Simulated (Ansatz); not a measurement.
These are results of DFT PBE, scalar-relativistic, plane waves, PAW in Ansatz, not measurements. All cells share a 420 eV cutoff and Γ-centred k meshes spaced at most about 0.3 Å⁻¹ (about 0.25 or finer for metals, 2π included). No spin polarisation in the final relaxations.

Temperature and zero-point effects are left out.

Two forms of Mg₅O were relaxed alike.

A.

```xyz
6
Lattice="5.6669 0.0000 0.0000 -2.8335 4.9077 0.0000 0.0000 0.0000 6.7344" Properties=species:S:1:pos:R:3 pbc="T T T"
Mg    0.0000    0.0000    4.8017
Mg    0.0000    0.0000    1.9327
Mg    2.8335    0.0000    0.0000
Mg   -1.4167    2.4539    0.0000
Mg    1.4167    2.4539    0.0000
O     0.0000    0.0000    0.0000
```

B.

```xyz
6
Lattice="3.1116 0.0000 0.0000 -1.5558 2.6947 0.0000 0.0000 0.0000 13.0582" Properties=species:S:1:pos:R:3 pbc="T T T"
Mg    1.5558    0.8982    1.3226
Mg    0.0000    0.0000    3.9236
Mg    1.5558    0.8982    6.5291
Mg    0.0000    0.0000    9.1346
Mg    1.5558    0.8982   11.7356
O     0.0000    0.0000    0.0000
```

Problem. Which form is favoured at zero pressure, and by what margin per atom?

Solution. B is lower, by 0.61 eV/atom. A has space group P6/mmm (No. 191), 31.2 Å³/atom and no gap on its mesh; B has space group P-6m2 (No. 187), 18.2 Å³/atom and no gap. Counting Mg atoms around O (those within 1.25 times the shortest such distance or 1.15 times the sum of covalent radii), A has O 2 and B has O 6. The denser one is the lower, and pressure would at first widen the difference. In A, Mg on a site of symmetry 6mm is surrounded by 1 O at 1.93 Å, 1 Mg at 2.87 Å and 6 Mg at 3.43 Å; Mg on a site of symmetry mmm is surrounded by 2 O at 2.83 Å, 4 Mg at 2.83 Å and 4 Mg at 3.43 Å; O has 2 Mg at 1.93 Å and 6 Mg at 2.83 Å. In B, Mg on a site of symmetry 3m has 3 O at 2.23 Å, 1 Mg at 2.65 Å and 9 Mg at 3.11–3.16 Å; Mg on a second site of symmetry 3m is surrounded by 12 Mg at 3.11–3.16 Å; O is surrounded by 6 Mg at 2.23 Å; 1 more site not described. Both come from invented guesses.

A magnetic state wasn't ruled out in cells without spin, among them P-6m2. Cells relaxed within their symmetry can be saddle points.

The preference for B by 0.61 eV/atom probably reflects how well each framework serves both the oxide ion and the surplus metal electrons. Oxygen can take up only a small part of the magnesium valence charge, about two of the ten valence electrons per formula unit, so most of those electrons must remain in metallic states. B keeps close-packed magnesium layers and places oxygen between them with six contacts at 2.23 Å. A instead gives oxygen two short contacts at 1.93 Å, with the next six at 2.83 Å too long to be more than weak, and leaves the metal in an open network.

B still has an unfavourable feature: its oxygen sits in a trigonal prism, which places cations directly opposite each other at 2.65 Å. Ionic repulsion normally favours the octahedral surroundings found in rocksalt MgO, so a shifted stacking might well lie lower. The ordering of these two forms doesn't establish Mg₅O as a compound, since separation into magnesium metal and MgO, the expected outcome, wasn't tested.
